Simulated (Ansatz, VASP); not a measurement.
## One calculation of Tl, two programs

```
Tl
1.0
    -2.07142    2.07142    2.07142
     2.07142   -2.07142    2.07142
     2.07142    2.07142   -2.07142
Tl
1
Cartesian
  0.0000 0.0000 0.0000
```

Alike in both runs: task single point; functional BLYP; k mesh 12 × 12 × 12; occupations fermi-dirac, width 0.1 eV; no spin polarisation.

|  | VASP | Ansatz |
| --- | --- | --- |
| version | VASP 6.6.1 | Ansatz 0.2.0 |
| potentials or method | VASP PAW PBE potentials, release 64 (Tl_d) | plane waves (420 eV) with PAW, scalar-relativistic |
| plane-wave cutoff (eV) | 520 | 420 |
| valence electrons in the cell | 13 | 13 |

```tsv
	VASP	Ansatz	Ansatz less VASP
pressure (GPa)	0.0	0.0	0.00
```

Caveats: the PAW data sets were made with another functional, which shifts forces and pressure a little (VASP). The runs have no spin-orbit coupling, so splittings on Tl are missing.
